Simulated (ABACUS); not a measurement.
# GaP (F-43m) in ABACUS: reference runs

Aim: a first look at GaP with PBEsol, on the cell as given.

All numbers are computed with ABACUS 3.10.1; they aren't measurements. Logs are shortened: lines on timing, memory, paths and dates and some standing lists are left out, and cuts for length are marked.

**The experiment to reproduce.**

“Stacking defects in GaP nanowires: Electronic structure and optical properties”, 2018, arxiv:1810.01194 quotes, for a bulk crystal of GaP at 10 K: band gap 2.34 eV (indirect).

The results are compared with them further down.

## (1) The crystal as given

Symmetry: F-43m, No. 216, cubic system. The conventional cell has a = 5.451 Å, b = 5.451 Å, c = 5.451 Å, α = 90.00°, β = 90.00°, γ = 90.00°. Ga (site symmetry -43m) is surrounded by 4 P at 2.36 Å. Around P (site symmetry -43m) lie 4 Ga at 2.36 Å.

## (2) Single point, PBEsol

Contents of INPUT:

```
INPUT_PARAMETERS
suffix              GaP
calculation         scf
basis_type          pw
pseudo_dir          ./
symmetry            1
dft_functional      pbesol
ecutwfc             81
pseudo_rcut         7
nspin               1
nbands              13
ks_solver           dav
smearing_method     fd
smearing_sigma      0.00367493
scf_thr             1e-08
scf_nmax            100
mixing_type         broyden
mixing_beta         0.7
cal_force           1
cal_stress          1
kpar                4
```

Contents of STRU:

```
ATOMIC_SPECIES
Ga 69.7230 Ga.upf
P 30.9738 P.upf

LATTICE_CONSTANT
1.8897261246

LATTICE_VECTORS
0.0000000000 2.7252500000 2.7252500000
2.7252500000 0.0000000000 2.7252500000
2.7252500000 2.7252500000 0.0000000000

ATOMIC_POSITIONS
Direct

Ga
0.0
1
0.0000000000 0.0000000000 0.0000000000 1 1 1

P
0.0
1
0.7500000000 0.7500000000 0.7500000000 1 1 1
```

Contents of KPT:

```
K_POINTS
0
Gamma
8 8 8 0 0 0
```

Potentials or basis: PseudoDojo NC SR 0.4.1 PBEsol standard, plane waves.

Run with:

```
$ OMP_NUM_THREADS=1 mpirun -np 4 abacus > log
```

running log:

```text
ABACUS v3.10.1

               Atomic-orbital Based Ab-initio Computation at UStc

 ------------------------------------------------------------------------------------

 READING GENERAL INFORMATION
                           global_out_dir = OUT.GaP/
                           global_in_card = INPUT
                               pseudo_dir = ./
                              orbital_dir =
                                    DSIZE = 4
                                    GSIZE = 1

 READING UNITCELL INFORMATION
                                    ntype = 2
                  lattice constant (Bohr) = 1.88973
              lattice constant (Angstrom) = 1

 READING ATOM TYPE 1
                               atom label = Ga
                      L=0, number of zeta = 1
                      L=1, number of zeta = 1
                      L=2, number of zeta = 1
             number of atom for this type = 1

 READING ATOM TYPE 2
                               atom label = P
                      L=0, number of zeta = 1
                      L=1, number of zeta = 1
                      L=2, number of zeta = 1
             number of atom for this type = 1

                        TOTAL ATOM NUMBER = 2
DIRECT COORDINATES
    atom                   x                   y                   z     mag                  vx                  vy                  vz
taud_Ga1            0.0000000000        0.0000000000        0.0000000000  0.0000        0.0000000000        0.0000000000        0.0000000000
taud_P1            0.7500000000        0.7500000000        0.7500000000  0.0000        0.0000000000        0.0000000000        0.0000000000

                          Volume (Bohr^3) = 273.178
                             Volume (A^3) = 40.4807

 Lattice vectors: (Cartesian coordinate: in unit of a_0)
                   +0            +2.72525            +2.72525
             +2.72525                  +0            +2.72525
             +2.72525            +2.72525                  +0
 Reciprocal vectors: (Cartesian coordinate: in unit of 2 pi/a_0)
            -0.183469           +0.183469           +0.183469
            +0.183469           -0.183469           +0.183469
            +0.183469           +0.183469           -0.183469
 The esolver type has been set to : ksdft_pw

                PAO radial cut off (Bohr) = 7

 Read in pseudopotential file is Ga.upf
                     pseudopotential type = NC
          exchange-correlation functional = PBESOL
                 nonlocal core correction = 1
                        valence electrons = 13
                                     lmax = 2
[... 216 lines left out ...]
WARNING: norm of atomic wavefunction # 3 of atomic type Ga is 0.985171, renormalized

 number of pseudo atomic orbitals for P is 2
WARNING: norm of atomic wavefunction # 1 of atomic type P is 0.999978, renormalized
WARNING: norm of atomic wavefunction # 2 of atomic type P is 0.998983, renormalized

 -------------------------------------------
 SELF-CONSISTENT
 -------------------------------------------
                                 init_chg = atomic

 PW ALGORITHM --------------- ION=   1  ELEC=   1--------------------------------
 Notice: Threshold on eigenvalues was too large.
 hsover_error=0.18 > DRHO=0.0754998
 Origin diag ethr = 0.01
 New diag ethr = 0.000419443

 Density error is 0.0756102945306
                          Error Threshold = 0.000419443385547
----------------------------------------------------------
     Energy           Rydberg                 eV
----------------------------------------------------------
 E_KohnSham     -166.5878902726      -2266.5445255059
 E_Harris       -167.9157872068      -2284.6114901675
 E_Fermi        0.5816950016         7.9143665197
----------------------------------------------------------
[... 63 lines left out ...]
 Density error is 2.04512583555e-09
                          Error Threshold = 3.21067690984e-10
----------------------------------------------------------
     Energy           Rydberg                 eV
----------------------------------------------------------
 E_KohnSham     -166.6044103732      -2266.7692930056
 E_KS(sigma->0) -166.6044103728      -2266.7692930010
 E_Harris       -166.6043149127      -2266.7679941994
 E_band         -3.7527613799        -51.0589380014
 E_one_elec     -76.7896157260       -1044.7763211037
 E_Hartree      52.1859007061        710.0256048657
 E_xc           -45.5230714646       -619.3731623794
 E_Ewald        -96.4776238881       -1312.6454143789
 E_entropy(-TS) -0.0000000007        -0.0000000092
 E_descf        0.0000000000         0.0000000000
 E_exx          0.0000000000         0.0000000000
 E_Fermi        0.6065493920         8.2525278490
----------------------------------------------------------

 charge density convergence is achieved
 final etot is -2266.769293 eV
 EFERMI = 8.252527849 eV

 STATE ENERGY(eV) AND OCCUPATIONS    NSPIN == 1
 1/8 kpoint (Cartesian) = 0.0000 0.0000 0.0000 (3383 pws)
       1       -7.05481     0.00390625
       2       -7.05481     0.00390625
       3       -7.05481     0.00390625
       4       -6.95585     0.00390625
       5       -6.95585     0.00390625
       6       -4.99984     0.00390625
       7        7.52096     0.00390625
       8        7.52096     0.00390625
       9        7.52096     0.00390625
      10        9.25672    7.40324e-12
      11        11.3466    5.21659e-30
      12        11.3466    5.21659e-30
      13        11.3466    5.21659e-30
[... 61 lines left out ...]
 6/8 kpoint (Cartesian) = 0.0000 0.0000 0.045867 (3371 pws)
       1       -7.07716      0.0234375
       2       -7.04563      0.0234375
       3       -7.04563      0.0234375
       4       -6.96001      0.0234375
       5       -6.95266      0.0234375
       6       -4.72918      0.0234375
       7        5.94875      0.0234375
       8        6.86332      0.0234375
       9        6.86332      0.0234375
      10        10.4414    2.27604e-21
      11        10.9218    1.53056e-25
      12        12.2980    1.70473e-37
      13        12.2980    1.70473e-37

[... levels at 2 further k points ...]

------------------------------------------------------------------------------------------
 TOTAL-FORCE (eV/Angstrom)
------------------------------------------------------------------------------------------
                       Ga1         0.0000000000         0.0000000000         0.0000000000
                        P1         0.0000000000         0.0000000000         0.0000000000
------------------------------------------------------------------------------------------

----------------------------------------------------------------
 TOTAL-STRESS (KBAR)
----------------------------------------------------------------
        -5.0883294644        -0.0000000000        -0.0000000000
        -0.0000000000        -5.0883294644         0.0000000000
        -0.0000000000         0.0000000000        -5.0883294644
----------------------------------------------------------------
 TOTAL-PRESSURE: -5.088329 KBAR

 --------------------------------------------
 !FINAL_ETOT_IS -2266.7692930056205114 eV
 --------------------------------------------
```

stdout:

```text
ABACUS v3.10.1

,Local thread limit: 96
               Atomic-orbital Based Ab-initio Computation at UStc

[... 35 lines left out ...]
 TOTAL-STRESS (KBAR)
----------------------------------------------------------------
        -5.0883294644        -0.0000000000        -0.0000000000
        -0.0000000000        -5.0883294644         0.0000000000
        -0.0000000000         0.0000000000        -5.0883294644
----------------------------------------------------------------
 TOTAL-PRESSURE: -5.088329 KBAR
```

It took 11 s on 4 MPI ranks of Intel Xeon Platinum 8259CL at 2.50GHz (Skylake/Cascade Lake), shared host; peak memory 0.36 GiB.

What came out:

| Property | Result |
| --- | --- |
| Free energy | -2266.7693 eV |
| Pressure | -0.5 GPa |
| Band gap on the k mesh | 1.52 eV, indirect (least direct gap 1.74 eV) |

## (3) Against experiment

Step 2. Against the measured gap of GaP, 2.34 eV (indirect; 10 K; quoted in “Stacking defects in GaP nanowires: Electronic structure and optical properties”, 2018, arxiv:1810.01194), the calculated 1.52 eV is off by -0.82 eV. Spin-orbit coupling on Ga is left out. The value is that of PBEsol on a finite k mesh, which can miss the band edges, without temperature or zero-point motion. Semilocal functionals fall short of measured gaps as a rule.
